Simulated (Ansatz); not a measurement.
α-phase Li₃N, treated with BLYP (Ansatz, a first-principles code, PAW).

Numerical settings: plane-wave cutoff 520 eV, 12×12×10 k mesh (along the axes of the cell as run), Fermi–Dirac smearing 0.01 eV, scalar-relativistic PAW data made under PBE.

The cell has the measured lattice parameters. Conventional cell: a = 3.6520 Å, b = 3.6520 Å, c = 3.8660 Å, α = 90.00°, β = 90.00°, γ = 120.00°.

```xyz
4
Lattice="-1.8260 -3.1627 0.0000 -1.8260 3.1627 0.0000 0.0000 0.0000 -3.8660" Properties=species:S:1:pos:R:3 pbc="T T T"
Li    -1.8260     1.0542     0.0000
Li    -1.8260    -1.0542     0.0000
Li     0.0000     0.0000    -1.9330
N      0.0000     0.0000     0.0000
```

List the 5 lowest band energies at Γ above −25 eV (eV, relative to the valence band maximum), grouping those that round alike.

At Γ: -11.39, -1.52, -0.21 (×2), 1.35.

Note: cell and atoms aren't relaxed at this level (pressure -0.2 GPa).
